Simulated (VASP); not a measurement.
LiH:

```
Li H
1.0
     0.00000    1.98602    1.98602
     1.98602    0.00000    1.98602
     1.98602    1.98602    0.00000
Li H
1 1
Direct
  0.00000 0.00000 0.00000
  0.50000 0.50000 0.50000
```

Program: VASP 6.6.1. Alike in all runs: task band structure; potentials or basis VASP PAW PBE potentials, release 64 (Li_sv, H); no spin polarisation; cell as given; k mesh 8 × 8 × 8; cutoff (eV) 520; smearing gaussian 0.03 eV.

Problem. Order these runs on this cell by their band gap on the k mesh, lowest first.
A. level HSE06; screening parameter 0.2 1/A
B. level PBE0; exchange at q = 0 truncated
C. level PBE-EpsX; exchange at q = 0 truncated; share of exact exchange 0.225

Solution. A (3.97 eV), C (4.46 eV), B (4.64 eV).

Runs at the PBE level aren't shown here.
